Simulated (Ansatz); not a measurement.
## Computed properties of Ga

```yaml
crystal:
  lattice:
    - [2.25535, -3.82240, 0.00000]
    - [2.25535, 3.82240, 0.00000]
    - [0.00000, 0.00000, 4.51670]
  atoms:
    - { symbol: Ga, position: [0.15250, 0.84750, 0.07850] }
    - { symbol: Ga, position: [0.65250, 0.34750, 0.42150] }
    - { symbol: Ga, position: [0.84750, 0.15250, 0.92150] }
    - { symbol: Ga, position: [0.34750, 0.65250, 0.57850] }
```

Atom numbers follow the list: Ga1, Ga2, Ga3, Ga4.

The cell is COD entry 9008562, as deposited and not checked against the literature; nothing was relaxed.

Theory: DFT, PBE, all-electron LAPW, scalar-relativistic (Ansatz 0.2.0).

Numerical set-up: a Γ-centred 11×11×9 k mesh, Fermi–Dirac smearing of 0.03 eV, basis error target 1 meV/atom, no spin polarisation.

```yaml
Band_gap: "none: bands cross the Fermi level, a metal"
Volume_per_atom: 19.47 Å³
```

(1) Stress xx, yy, zz (compression positive): what does the calculation give?

(2) Give the computed value. Density of states at the Fermi level (0.2 eV bin).

(3) Predict this quantity. Pressure at this cell.

(4) Largest force: what does the calculation give?

Results:

(1) 1.46, 4.08, 1.43 GPa.

(2) 0.58 states/eV per cell.

(3) 23.3 kbar.

(4) 0.463 eV/Å on Ga1.
